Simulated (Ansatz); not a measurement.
**SnS2 — Sn-119 Mössbauer parameters**

Cell: a COD entry, taken as it stands.

```
Sn S
1.0
     3.60500    0.00000    0.00000
    -1.80250    3.12202    0.00000
     0.00000    0.00000    5.46000
Sn S
1 2
Direct
  0.00000 0.00000 0.00000
  0.66667 0.33333 0.72900
  0.33333 0.66667 0.27100
```

Sites (sets of like atoms) are named by element and the number of their first atom in this list.

All values are calculated (Ansatz; DFT, PBE, plane waves and PAW, scalar-relativistic, 420 eV cutoff, Γ-centred 14×14×8 k-points, Fermi–Dirac smearing 0.02 eV), not measured.

Isomer shifts (against SnO₂) follow from the electron density at the nucleus, δ = α(ρ − ρ₀), with α = 0.099 mm s⁻¹ a₀³ and ρ₀ = 183191.44 a₀⁻³ from a line fitted to 8 measured compounds at this level of theory (rms miss 0.12 mm/s). ΔE_Q = ½eQV_zz(1 + η²/3)^½ with Q = -0.132 b for the 23.9 keV state.

Problem. Give the isomer shift and quadrupole splitting of each Sn site.

Solution. 

| site | atoms | first shell | ρ − ρ₀ (a₀⁻³) | δ (mm/s) | ΔE_Q (mm/s) | η |
| --- | --- | --- | --- | --- | --- | --- |
| Sn | 1 | 6 S at 2.55 Å | 10.7 | 1.06 | -0.07 | 0.00 |

The shift of Sn is between ionic Sn(IV) and covalent tin.

At this cell the PBE pressure is 8 GPa, so with PBE the cell would grow if it were relaxed. Without spin–orbit coupling (the program notes it for Sn) the gradients can shift somewhat, as the gap is small.

Hardware: 1 thread of Intel Xeon 6975P-C (Granite Rapids) (x86_64; 16 cores open to the job, memory cap 3.0 GiB, no GPU), a shared host with a load of 0.6 a core. Wall time 6.8 s, CPU time 6.8 s, peak memory 0.55 GiB.
